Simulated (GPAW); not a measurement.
InAs:

```
In As
1.0
     0.00000    3.01800    3.01800
     3.01800    0.00000    3.01800
     3.01800    3.01800    0.00000
In As
1 1
Direct
  0.00000 0.00000 0.00000
  0.75000 0.75000 0.75000
```

Base run:

```yaml
Program: GPAW 26.7.0
Functional: PBEsol
Potentials_or_basis: PAW data sets generated in the run's folder for this functional
Cutoff: 600 eV
Basis: pw
k_mesh: 8 × 8 × 8
Occupations: fermi-dirac, width 0.05 eV
Spin: no spin polarisation
```

Its results: pressure 1.3 GPa.

Task: The run is repeated on the same cell with these changes: functional from PBEsol to BLYP; band points from 80 to 60. What comes out?

Result: Pressure 7.2 GPa.
